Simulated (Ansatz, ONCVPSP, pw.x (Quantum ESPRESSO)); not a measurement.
P: does the ONCV potential hold in the solid?

* Element: P
* Generator: ONCVPSP 4.0.1.1 (patched build)
* Type: optimised norm-conserving Vanderbilt (ONCV)
* Functional: PBE
* Relativity: scalar-relativistic
* Frozen core: [Ne]
* Valence charge: 5
* Reference configuration: 3s2 3p2.5 (charge +0.5)
* Partial waves: 3s: rc 1.60 bohr, ncon 4, nbas 7, qcut 4.2 1/bohr, 1 projector; 3p: rc 1.35 bohr, ncon 4, nbas 7, qcut 6.1 1/bohr, 1 projector; d scattering state at 0.43 Ha: rc 1.65 bohr, ncon 3, nbas 7, qcut 5.8 1/bohr, 2 projectors, debl 2.9 Ha
* Local potential: polynomial inside 1.30 bohr (lpopt 5, dvloc0 0 Ha)
* Core correction: Teter function, fcfact 4.5, rcfact 1

Atomic tests: cutoffs needed: 14 Ha and 71 Ha (the cutoffs (Ha) at which the residual kinetic energy of the hardest occupied pseudo-wave falls to 1 and 0.1 mHa per electron) The cutoffs count occupied waves only; projector 2 of the d channel, the hardest unoccupied one, needs 52 Ha at the loose tolerance.; ghost test: no bound ghost flagged; no localised positive-energy state flagged; largest excitation error: +48 meV (all-electron minus pseudo) for 3s2 3p0, out of 4 test configurations.

Crystal test: diamond P in pw.x 7.5, no spin, 8³ k-points, Fermi–Dirac smearing 0.01 Ry, cutoffs 165/660 Ry. The reference is all-electron LAPW (Ansatz 0.2.0) with the same functional, mesh and smearing; V0 and B0 come from Birch–Murnaghan fits to the pressures at five volumes. Errors are pseudo minus all-electron; Δ is the rms difference of the E(V) curves that follow from these fits, minima aligned, over ±6 % about the mean V0. Mesh and smearing are coarse, so the numbers serve the comparison and aren't converged zero-temperature values; the lattice is a test structure that the element need not adopt.

All-electron: a0 = 5.504 Å (V0 = 20.84 Å³/atom), B0 = 41.6 GPa.

How far does the potential miss the all-electron equation of state?

mean pressure error (GPa): -0.33; a0 (Å): 5.489; a0 error (%): -0.26; B0 error (%): +1.7; Δ (meV/atom): 1.5.

```
V (Å³/atom)  P all-electron (GPa)  P pseudo (GPa)
     19.902                  1.99            1.67
     20.425                  0.85            0.52
     20.949                 -0.21           -0.55
     21.473                 -1.21           -1.55
     21.996                 -2.14           -2.48
```

At the middle volume, how do free energy and pressure move when the wave cutoff is lowered (ecutrho kept at four times it)?

| cutoff (Ry) | shift of F (meV/atom) | shift of P (GPa) |
| --- | --- | --- |
| 74 | +33.4 | -0.32 |
| 99 | +18.3 | +0.10 |
| 132 | +10.4 | -0.20 |

The run at the middle volume (29 k-points, 7 iterations) took about 92 s on one core of a shared host (Neoverse-N1, 64 threads, 124 GiB, load 59).
